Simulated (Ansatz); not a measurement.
Runs of Ansatz 0.2.0 on SiO2. Symmetry: I4_122, No. 98, tetragonal system. The conventional cell has a = 5.676 Å, b = 5.676 Å, c = 11.320 Å, α = 90.00°, β = 90.00°, γ = 90.00°. Si (site symmetry 2) has 4 O at 1.63 to 1.64 Å as nearest neighbours. O (site symmetry 2) has 2 Si at 1.63 Å as nearest neighbours. O (site symmetry 2) is surrounded by 2 Si at 1.64 Å. The cell comes from a database or a generator and needn't be the stable form of this composition.

```tsv
task	level	cell	k mesh	cutoff (eV)	gap on the mesh (eV)	pressure (GPa)	relaxed volume (Å³/atom)	largest force (eV/Å)
single point	PBE	as given	7 × 7 × 7	300	4.78	0.0	-	(c)
single point	PBE	as given	4 × 4 × 4	420	4.84	(b)	-	0.01
relaxation of cell and atoms	LDA	relaxed	7 × 7 × 7	420	4.81	0.0	(a)	0.01
relaxation of cell and atoms	r2SCAN	relaxed	7 × 7 × 7	500	5.58	0.0	14.75	-
```

Alike in all rows: potentials or basis Ansatz PAW; no spin polarisation; smearing fermi-dirac 0.05 eV.

**Question.** Fill in the values left out.

**Answer.** (a) 14.53; (b) -0.1; (c) 0.05.

Caveats: odd divisions of the mesh miss points on the zone boundary, where band edges often lie, so the gap on the mesh can be too wide (some runs); the plane-wave basis is chosen anew once the cell has moved, so the energies of steps on either side of that aren't comparable (some runs); the PAW data sets come from PBE, with cores solved anew for the run's functional, which leaves a small shift of forces and pressure (some runs); the pressure holds a Pulay correction of +19.3 GPa for the finite cutoff (some runs); the cutoff lies under the one recommended for these potentials (some runs).

A k mesh can miss the band edges.
